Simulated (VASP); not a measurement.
# PbSe (Clausthalite) (Fm-3m) in VASP: further runs, part 2 of 2

VASP 6.6.1.

### 4 Relaxation of cell and atoms, revTPSS

Contents of INCAR:

```
PREC = Accurate
ENCUT = 600
EDIFF = 1E-6
ISMEAR = -1
SIGMA = 0.05
LREAL = F
LASPH = T
NELM = 80
ALGO = Normal
ISIF = 3
LWAVE = F
LCHARG = F
METAGGA = RTPSS
LMIXTAU = T
IBRION = 2
NSW = 40
EDIFFG = -0.02
```

Contents of KPOINTS:

```
regular mesh
0
Gamma
  8 8 8
```

Contents of POSCAR:

```
PbSe
1.0
    0.0000000000      3.0606500000      3.0606500000
    3.0606500000      0.0000000000      3.0606500000
    3.0606500000      3.0606500000      0.0000000000
Pb Se
1 1
Direct
    0.0000000000      0.0000000000      0.0000000000
    0.5000000000      0.5000000000      0.5000000000
```

Potentials or basis: VASP PAW PBE potentials, release 64 (Pb_d, Se).

Command:

```bash
cat potpaw_PBE.64/Pb_d/POTCAR potpaw_PBE.64/Se/POTCAR > POTCAR
mpirun -np 1 vasp_std > vasp.out
```

OUTCAR:

```text
PREC = Accurate
   ENCUT = 600
   EDIFF = 1E-6
   ISMEAR = -1
   LREAL = F
   LASPH = T
   NELM = 80
   ISIF = 3
   METAGGA = RTPSS
   IBRION = 2
   NSW = 40
   EDIFFG = -0.02

 ion  position               nearest neighbor table
   1  0.000  0.000  0.000-   2 3.06   2 3.06   2 3.06   2 3.06   2 3.06   2 3.06
   2  0.500  0.500  0.500-   1 3.06   1 3.06   1 3.06   1 3.06   1 3.06   1 3.06

  LATTYP: Found a face centered cubic cell.
 ALAT       =     6.1213000000

  Lattice vectors:

 A1 = (   0.0000000000,   3.0606500000,   3.0606500000)
 A2 = (   3.0606500000,   0.0000000000,   3.0606500000)
 A3 = (   3.0606500000,   3.0606500000,   0.0000000000)

Analysis of symmetry for initial positions (statically):
=====================================================================
 Subroutine PRICEL returns:
 Original cell was already a primitive cell.

[... 227 lines left out ...]
     11       9.3989      0.00000
     12       9.3989      0.00000
     13       9.3989      0.00000
     14      11.2146      0.00000
[... 426 lines left out ...]
--------------------------------------- Ionic step        3  -------------------------------------------

 number of electron      20.0000002 magnetization

 Free energy of the ion-electron system (eV)
  ---------------------------------------------------
  ext. energy  EPLUGINS =         0.00000000
  ---------------------------------------------------
  free energy    TOTEN  =        43.01982002 eV

  energy without entropy =       43.01997731  energy(sigma->0) =       43.01989866

 E-fermi :   4.8659     XC(G=0):  -9.7619

 val. band max:        4.6727995717   @ k =   0.5000   0.0000   0.0000
 cond. band min:       5.0589602901   @ k =   0.5000   0.0000   0.0000
 fundamental gap:      0.3861607184
 Fermi energy:         4.8659330777

 k-point     1 :       0.0000    0.0000    0.0000
  band No.  band energies     occupation
      1     -12.1987      2.00000
      2     -12.1987      2.00000
      3     -12.1987      2.00000
      4     -12.1927      2.00000
      5     -12.1927      2.00000
      6      -8.8939      2.00000
      7      -1.5557      2.00000
      8       2.9137      2.00000
      9       2.9137      2.00000
     10       2.9137      2.00000
     11       9.5156      0.00000
     12       9.5156      0.00000
     13       9.5156      0.00000
     14      11.2947      0.00000
[... 420 lines left out ...]
  FREE ENERGIE OF THE ION-ELECTRON SYSTEM (eV)
  ---------------------------------------------------
  free  energy   TOTEN  =        43.0198200223 eV

  energy  without entropy=       43.0199773054  energy(sigma->0) =       43.01989866

 reached required accuracy - stopping structural energy minimisation
```

CONTCAR:

```text
PbSe
   1.00000000000000
     0.0000000000000000    3.0830770241113341    3.0830770241113341
     3.0830770241113341    0.0000000000000000    3.0830770241113341
     3.0830770241113341    3.0830770241113341    0.0000000000000000
  Pb              Se
     1     1
Direct
     0.0000000000000000    0.0000000000000000    0.0000000000000000
     0.5000000000000000    0.5000000000000000    0.5000000000000000

  0.00000000E+00  0.00000000E+00  0.00000000E+00
  0.00000000E+00  0.00000000E+00  0.00000000E+00
```

Run time: 3.9 min. Hardware: 1 thread of Intel Xeon Platinum 8488C (Sapphire Rapids), shared host; peak memory 0.24 GiB.

What came out:

```
Free energy                            : 43.0198 eV
Relaxed volume                         : 29.31 Å³/atom
Relaxed cell                           : a = 4.360 Å, b = 4.360 Å, c = 4.360 Å, α = 60.00°, β = 60.00°, γ = 60.00°
Space group after relaxing (to 0.05 Å) : Fm-3m (No. 225)
Energy gained by relaxing              : 2.2 meV/atom
Ionic steps                            : 3
Pressure after relaxing                : 0.0 GPa
Band gap on the k mesh                 : 0.39 eV, direct
```

Step by step:
```tsv
step	energy change (eV)	largest force (eV/Å)	pressure (GPa)	volume (Å³)
1	0.0000	0.0000	1.17	57.34
2	-0.0039	0.0000	-0.39	59.09
3	-0.0045	0.0000	-0.01	58.61
```

Final structure:
```yaml
crystal:
  lattice:
    - [0.00000, 3.08308, 3.08308]
    - [3.08308, 0.00000, 3.08308]
    - [3.08308, 3.08308, 0.00000]
  atoms:
    - { symbol: Pb, position: [0.00000, 0.00000, 0.00000] }
    - { symbol: Se, position: [0.50000, 0.50000, 0.50000] }
```

Levels at points of the mesh, in eV from the valence-band top:
```
           k point  band 7  band 8  band 9  band 10  band 11  band 12  band 13  band 14
(0.00, 0.00, 0.00)   -6.23   -1.76   -1.76    -1.76     4.84     4.84     4.84     6.62
(0.50, 0.00, 0.00)   -8.65   -1.40   -1.40     0.00     0.39     1.91     1.91     8.38
(0.50, 0.50, 0.00)   -7.24   -4.88   -3.11    -3.11     3.65     5.70     5.70     6.06
```

Caveat: the PAW data sets were made with another functional, which shifts forces and pressure a little; spin-orbit coupling is left out, which as a rule narrows the gap of such compounds by several tenths of an eV.

### 5 Relaxation of cell and atoms, MS2

Contents of INCAR:

```
SYSTEM = PbSe
PREC = Accurate
ENCUT = 600
EDIFF = 1E-7
ISMEAR = -1
SIGMA = 0.05
LREAL = .FALSE.
LASPH = .TRUE.
NELM = 80
ALGO = Normal
ISIF = 3
LWAVE = .FALSE.
LCHARG = .FALSE.
METAGGA = MS2
LMIXTAU = .TRUE.
IBRION = 2
NSW = 60
EDIFFG = -0.02
```

Contents of KPOINTS:

```
regular mesh
0
G
  8 8 8
  0 0 0
```

POSCAR is that of step 4.

Command:

```bash
cat potpaw_PBE.64/Pb_d/POTCAR potpaw_PBE.64/Se/POTCAR > POTCAR
mpirun -np 1 vasp_std > vasp.out
```

Run time: 3.5 min. Hardware: 1 thread of Intel Xeon Platinum 8488C (Sapphire Rapids), shared host; peak memory 0.23 GiB.

The run converged. Its results:

```yaml
Free_energy: 10.7684 eV
Relaxed_volume: 28.90 Å³/atom
Relaxed_cell: a = 4.340 Å, b = 4.340 Å, c = 4.340 Å, α = 60.00°, β = 60.00°, γ = 60.00°
Space_group_after_relaxing_to_0.05_Å: Fm-3m (No. 225)
Energy_gained_by_relaxing: 0.3 meV/atom
Ionic_steps: 3
Pressure_after_relaxing: 0.0 GPa
Band_gap_on_the_k_mesh: 0.40 eV, direct
```

The path:
```tsv
step	energy change (eV)	largest force (eV/Å)	pressure (GPa)	volume (Å³)
1	0.0000	0.0000	0.42	57.34
2	-0.0005	0.0000	-0.15	57.96
3	-0.0006	0.0000	-0.01	57.80
```

Final structure:
```cif
data_structure
_symmetry_space_group_name_H-M 'P 1'
_symmetry_Int_Tables_number 1
_cell_length_a 4.3399
_cell_length_b 4.3399
_cell_length_c 4.3399
_cell_angle_alpha 60.000
_cell_angle_beta 60.000
_cell_angle_gamma 60.000
_cell_volume 57.80
loop_
_atom_site_label
_atom_site_type_symbol
_atom_site_fract_x
_atom_site_fract_y
_atom_site_fract_z
_atom_site_occupancy
Pb1 Pb 0.00000 0.00000 0.00000 1
Se1 Se 0.50000 0.50000 0.50000 1
```

Levels at points of the mesh, in eV from the valence-band top:
```tsv
k point	band 8	band 9	band 10	band 11	band 12	band 13
(0.00, 0.00, 0.00)	-1.95	-1.95	-1.95	4.77	4.77	4.77
(0.50, 0.00, 0.00)	-1.56	-1.56	0.00	0.40	1.78	1.78
(0.50, 0.50, 0.00)	-5.05	-3.30	-3.30	3.76	5.67	5.67
```

Caveat: the PAW data sets were made with another functional, which shifts forces and pressure a little; spin-orbit coupling is left out, which as a rule narrows the gap of such compounds by several tenths of an eV.

### 6 Single point, PBE

Contents of INCAR:

```
  PREC = Accurate
  ENCUT = 520
  EDIFF = 1E-7
  ISMEAR = 0
  SIGMA = 0.03
  LREAL = False
  LASPH = True
  NELM = 100
  ALGO = Normal
  ISIF = 2
  LWAVE = False
  LCHARG = False
  GGA = PE
```

Contents of KPOINTS:

```
regular mesh
0
Gamma
  8 8 8
```

POSCAR is that of step 5.

Potentials or basis: VASP PAW PBE potentials, release 64 (Pb_d, Se).

Command:

```bash
cat potpaw_PBE.64/Pb_d/POTCAR potpaw_PBE.64/Se/POTCAR > POTCAR
mpirun -np 1 vasp_std > vasp.out
```

Wall time 26 s (1 thread of Intel Xeon Platinum 8488C (Sapphire Rapids), shared host); peak memory 0.18 GiB.

It converged, with:

```
Free energy            : -8.1783 eV
Pressure               : 2.4 GPa
Band gap on the k mesh : 0.29 eV, direct
```

Levels at points of the mesh, in eV from the valence-band top:
```tsv
k point	band 6	band 7	band 8	band 9	band 10	band 11	band 12	band 13	band 14
(0.00, 0.00, 0.00)	-13.59	-6.30	-1.88	-1.88	-1.88	4.71	4.71	4.71	6.51
(0.50, 0.00, 0.00)	-12.53	-8.81	-1.47	-1.47	0.00	0.29	1.70	1.70	8.55
(0.50, 0.50, 0.00)	-12.16	-7.38	-4.98	-3.24	-3.24	3.69	5.61	5.61	6.05
```

Caveat: spin-orbit coupling is left out, which as a rule narrows the gap of such compounds by several tenths of an eV.

### 7 Overview

```csv
task,level,potentials or basis,cell,cutoff (eV),smearing,gap on the mesh (eV),pressure (GPa),relaxed volume (Å³/atom)
relaxation of cell and atoms,PBE,"VASP PAW PBE potentials, release 64 (Pb_d_GW, Se_GW)",relaxed,630,fermi-dirac 0.05 eV,0.43,0.0,30.04
relaxation of cell and atoms,TPSS,"VASP PAW PBE potentials, release 64 (Pb_d, Se)",relaxed,600,fermi-dirac 0.05 eV,0.45,0.0,29.74
relaxation of cell and atoms,revTPSS,"VASP PAW PBE potentials, release 64 (Pb_d, Se)",relaxed,600,fermi-dirac 0.05 eV,0.39,0.0,29.31
relaxation of cell and atoms,MS2,"VASP PAW PBE potentials, release 64 (Pb_d, Se)",relaxed,600,fermi-dirac 0.05 eV,0.40,0.0,28.90
single point,PBE,"VASP PAW PBE potentials, release 64 (Pb_d, Se)",as given,520,gaussian 0.03 eV,0.29,2.4,-
```

Alike in all rows: no spin polarisation; k mesh 8 × 8 × 8.

Caveats: spin-orbit coupling is left out, which as a rule narrows the gap of such compounds by several tenths of an eV; the PAW data sets were made with another functional, which shifts forces and pressure a little (some runs).

Total energies depend on the potentials used, so only differences within one code and one set of settings carry meaning.

### 8 Comparison with measurements

Step 2. The cell as given is a measured one (28.67 Å³/atom); PBE puts the equilibrium volume +4.8 % from it, thermal expansion not counted.

Step 3. The cell as given is a measured one (28.67 Å³/atom); TPSS puts the equilibrium volume +3.7 % from it, thermal expansion not counted.

Step 4. The cell as given is a measured one (28.67 Å³/atom); revTPSS puts the equilibrium volume +2.2 % from it, thermal expansion not counted.

Step 5. The cell as given is a measured one (28.67 Å³/atom); MS2 puts the equilibrium volume +0.8 % from it, thermal expansion not counted.

Step 6. Measured gap of PbSe: 0.28 eV (direct; 300 K; a printed reference work, monograph). This calculation gives 0.29 eV (+0.01 eV). 2 values of this kind are on record (0.15 to 0.28 eV); this one was drawn at random. Spin-orbit coupling on Pb, Se is left out. The value is that of PBE on a finite k mesh, which can miss the band edges, without temperature or zero-point motion.
